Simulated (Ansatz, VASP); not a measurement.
CdSe: VASP beside Ansatz

```xyz
2
Lattice="0.0000 3.0703 3.0703 3.0703 0.0000 3.0703 3.0703 3.0703 0.0000" Properties=species:S:1:pos:R:3 pbc="T T T"
Cd    0.0000    0.0000    0.0000
Se    1.5351    1.5351    1.5351
```

Measurements of this composition are mostly on another form, of space group No. 186.

Alike in both runs: task single point; functional PBEsol; k mesh 8 × 8 × 8; occupations gaussian, width 0.02 eV; no spin polarisation.

```csv
,VASP,Ansatz
version,VASP 6.6.1,Ansatz 0.2.0
potentials or method,"VASP PAW PBE potentials, release 64 (Cd, Se)",Ansatz PAW
plane-wave cutoff (eV),520,420
valence electrons in the cell,18,36
```

|  | VASP | Ansatz | Ansatz less VASP |
| --- | --- | --- | --- |
| gap on the k mesh at the Fermi level (eV) | 0.43 | 0.43 | -0.001 |
| least direct gap on the mesh (eV) | 0.43 | 0.43 | -0.001 |
| pressure (GPa) | -1.1 | -1.4 | -0.30 |

With one functional, cell and mesh, what is left measures potentials, basis and numerics. The two sets of potentials don't hold the same shells in valence.

Caveats: the PAW data sets were made with another functional, which shifts forces and pressure a little (VASP); the PAW data sets come from PBE, with cores solved anew for the run's functional, which leaves a small shift of forces and pressure (Ansatz). As with any semilocal functional, this PBEsol gap is likely too small.
